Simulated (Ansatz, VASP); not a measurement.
# Two plane-wave programs on Ba

INCAR

```
  PREC = Accurate
  ENCUT = 520
  EDIFF = 1E-6
  ISMEAR = 0
  SIGMA = 0.15
  LREAL = F
  LASPH = T
  NELM = 60
  ALGO = Fast
  ISIF = 2
  LWAVE = F
  LCHARG = F
  GGA = PE
  NBANDS = 11
```

Contents of KPOINTS:

```
regular mesh
0
Gamma
  14 14 14
```

File POSCAR:

```
Ba
1.0
   -2.3125000000      2.5000000000      2.5000000000
    2.3125000000     -2.5000000000      2.5000000000
    2.3125000000      2.5000000000     -2.5000000000
Ba
1
Direct
    0.0000000000      0.0000000000      0.0000000000
```

Input for Ansatz:

```yaml
crystal:
  lattice:
    - [-2.3125, 2.5, 2.5]
    - [2.3125, -2.5, 2.5]
    - [2.3125, 2.5, -2.5]
  atoms:
    - { symbol: Ba, position: [0.0, 0.0, 0.0] }
basis:
  ecutwfc: 420
kpoints:
  mp_grid: { grid: [14, 14, 14] }
hamiltonian:
  xc: pbe
scf:
  occupations: { method: gaussian, width: 0.15 }
output:
  forces: true
  stress: true
  eigenvalues: true
```

Change from the starting cell: strain -0.0750 x Voigt [1, 0, 0, 0, 0, 0], atoms carried along.

Alike in both runs: task single point; functional PBE; k mesh 14 × 14 × 14; occupations gaussian, width 0.15 eV; no spin polarisation.

|  | VASP | Ansatz |
| --- | --- | --- |
| version | VASP 6.6.1 | Ansatz 0.2.0 |
| potentials or method | VASP PAW PBE potentials, release 64 (Ba_sv) | scalar-relativistic, plane waves, PAW |
| plane-wave cutoff (eV) | 520 | 420 |
| valence electrons in the cell | 10 | 10 |

Ansatz gave:

| Quantity | Value |
| --- | --- |
| gap on the k mesh at the Fermi level (eV) | none |
| pressure (GPa) | 0.9 |
| largest component of the traceless stress (GPa) | 0.35 |

Question: Estimate VASP's values.

Answer: gap on the k mesh at the Fermi level (eV): none; pressure (GPa): 1.0; largest component of the traceless stress (GPa): 0.36.

A gap of «none» marks a metal or a gap that the smearing closes. The functional is the same, so the differences come from potentials, cutoffs and numerics.

Spin-orbit coupling is left out, which matters for the levels of Ba.
